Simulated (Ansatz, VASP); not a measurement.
# B in VASP and in Ansatz

```
B
1.0
    -1.62444    0.00000    0.00000
     0.00000    0.00000   -3.91789
     0.00000   -5.73223    0.00000
B
4
Direct
  0.00000 0.39076 0.00000
  0.00000 0.39076 0.50000
  0.50000 0.60924 0.75000
  0.50000 0.60924 0.25000
```

Alike in both runs: task single point; functional PBE; k mesh 12 × 6 × 4; occupations gaussian, width 0.2 eV; no spin polarisation.

|  | VASP | Ansatz |
| --- | --- | --- |
| version | VASP 6.6.1 | Ansatz 0.2.0 |
| potentials or method | VASP PAW PBE potentials, release 64 (B) | scalar-relativistic, plane waves, PAW |
| plane-wave cutoff (eV) | 520 | 420 |
| valence electrons in the cell | 12 | 12 |

```tsv
	VASP	Ansatz	Ansatz less VASP
gap on the k mesh at the Fermi level (eV)	none	none	-
pressure (GPa)	-0.2	-0.2	+0.02
largest component of the traceless stress (GPa)	2.67	2.62	-0.052
rms of the force components (eV/Å)	0.088	0.087	-0.0013
```

Atom by atom the forces differ by 0.001 eV/Å (rms over components). A gap of «none» marks a metal or a gap that the smearing closes. With one functional, cell and mesh, what is left measures potentials, basis and numerics.

Caveats: this functional lacks dispersion, which binds the layers, so the pressure and a relaxed spacing across them are unreliable.
